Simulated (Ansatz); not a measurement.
# CuO: the cost of one run

Computed with Ansatz 0.2.0 (DFT PBE+U, scalar-relativistic, plane waves, PAW, unless a step's input says otherwise).

### Step 1. The structure to begin with

Symmetry: C2/c, No. 15, monoclinic system. The conventional cell has a = 4.684 Å, b = 3.423 Å, c = 5.129 Å, α = 90.00°, β = 99.54°, γ = 90.00°. Around Cu (site symmetry -1) lie 4 O at 1.95 to 1.96 Å. O (site symmetry 2) has 4 Cu at 1.95 to 1.96 Å as nearest neighbours.

Coordinates:

```xyz
16
Lattice="3.8339 0.0000 5.0581 0.0000 3.4230 0.0000 -5.5341 0.0000 5.0581" Properties=species:S:1:pos:R:3 pbc="T T T"
Cu   -4.3631    0.8558    5.0581
Cu    0.3209    0.8558    5.0581
Cu   -2.0211    2.5673    5.0581
Cu    2.6629    2.5673    5.0581
Cu    0.7460    2.5673    2.5290
Cu   -0.1041    2.5673    7.5871
Cu   -1.5960    0.8558    2.5290
Cu   -2.4461    0.8558    7.5871
O    -0.2125    1.4322    1.2645
O    -1.0626    1.4322    6.3226
O    -3.4046    3.1437    6.3226
O     1.2794    3.1437    6.3226
O    -0.6375    1.9908    3.7935
O    -1.4876    1.9908    8.8516
O    -2.9795    0.2793    3.7935
O     1.7045    0.2793    3.7935
```

The structure rests on an entry of the Crystallography Open Database; cell or positions may have been set otherwise for this series.

### Step 2. Single point: CuO, moments +−−++−−+

The input, input.yaml:

```yaml
crystal:
  lattice:
    - [3.833939426, 0.0, 5.0580666287]
    - [0.0, 3.423, 0.0]
    - [-5.534060574, 0.0, 5.0580666287]
  atoms:
    - { symbol: Cu, position: [0.125, 0.25, 0.875], spin: 1.0 }
    - { symbol: Cu, position: [0.625, 0.25, 0.375], spin: -1.0 }
    - { symbol: Cu, position: [0.375, 0.75, 0.625], spin: -1.0 }
    - { symbol: Cu, position: [0.875, 0.75, 0.125], spin: 1.0 }
    - { symbol: Cu, position: [0.375, 0.75, 0.125], spin: 1.0 }
    - { symbol: Cu, position: [0.875, 0.75, 0.625], spin: -1.0 }
    - { symbol: Cu, position: [0.125, 0.25, 0.375], spin: -1.0 }
    - { symbol: Cu, position: [0.625, 0.25, 0.875], spin: 1.0 }
    - { symbol: O, position: [0.125, 0.4184, 0.125] }
    - { symbol: O, position: [0.625, 0.4184, 0.625] }
    - { symbol: O, position: [0.375, 0.9184, 0.875] }
    - { symbol: O, position: [0.875, 0.9184, 0.375] }
    - { symbol: O, position: [0.375, 0.5816, 0.375] }
    - { symbol: O, position: [0.875, 0.5816, 0.875] }
    - { symbol: O, position: [0.125, 0.0816, 0.625] }
    - { symbol: O, position: [0.625, 0.0816, 0.125] }
magnetization:
  spin_polarized: true
scf:
  occupations: { method: gaussian, width: 0.02 }
output:
  forces: true
  stress: true
  populations: true
  write_density: true
  write_potential: true
  elf: true
  volumetric_format: npy
hamiltonian:
  hubbard: { sites: [{ species: Cu, l: d, u_eff: 8.0 }] }
  xc: pbe
kpoints:
  mp_grid: { grid: [3, 6, 3] }
```

Command:

```console
ansatz run input.yaml --threads 4 --pin off --max-ram 12288MiB --backend cpu --events-out ev --progress --plain --runs-dir out
```

What time and memory should one allow on 4 threads of Intel Xeon Platinum 8259CL at 2.50GHz (Skylake/Cascade Lake), shared host?

About 46 s, with a peak of 1.3 GiB.
